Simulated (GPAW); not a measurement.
The system is Zn.

```xyz
1
Lattice="0.0000 1.9648 1.9648 1.9648 0.0000 1.9648 1.9648 1.9648 0.0000" Properties=species:S:1:pos:R:3 pbc="T T T"
Zn    0.0000    0.0000    0.0000
```

This isn't the form of Zn at room conditions, which is hcp.

Base run:

| Item | Value |
| --- | --- |
| Program | GPAW 26.7.0 |
| Functional | RPBE |
| Potentials or basis | the program's PAW data sets (release 1.2.1) made for this functional |
| Cutoff | 600 eV |
| Basis | pw |
| k mesh | 12 × 12 × 12 |
| Occupations | fermi-dirac, width 0.05 eV |
| Spin | no spin polarisation |

Its results: pressure 2.8 GPa.

Problem. The run is repeated on the same cell with these changes: functional from RPBE to revPBE. What comes out?

Solution. Pressure 1.9 GPa.
